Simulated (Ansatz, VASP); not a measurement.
## One calculation of CdS, two programs

```
Cd S
1.0
     0.05886    2.97238    2.97238
     2.97238    0.05886    2.97238
     2.97238    2.97238    0.05886
Cd S
1 1
Cartesian
  0.0000 0.0000 0.0000
  4.5027 4.5027 4.5027
```

Change from the starting cell: equal xy, yz and zx shear strains of +2 %.

Alike in both runs: task single point; functional PBEsol; k mesh 7 × 7 × 7; occupations fermi-dirac, width 0.02 eV; no spin polarisation.

```csv
,VASP,Ansatz
version,VASP 6.6.1,Ansatz 0.2.0
potentials or method,"VASP PAW PBE potentials, release 64 (Cd, S), cutoff 520 eV","all-electron LAPW, scalar-relativistic"
```

```csv
,VASP,Ansatz,Ansatz less VASP
gap on the k mesh at the Fermi level (eV),0.92,0.92,-0.002
pressure (GPa),-1.4,-1.7,-0.33
largest component of the traceless stress (GPa),0.92,0.90,-0.021
rms of the force components (eV/Å),0.098,0.094,-0.0048
```

Atom by atom the forces differ by 0.005 eV/Å (rms over components). Ansatz ran all-electron here, so the differences hold the error of VASP's frozen core and of both bases.

Caveats: the PAW data sets were made with another functional, which shifts forces and pressure a little (VASP).
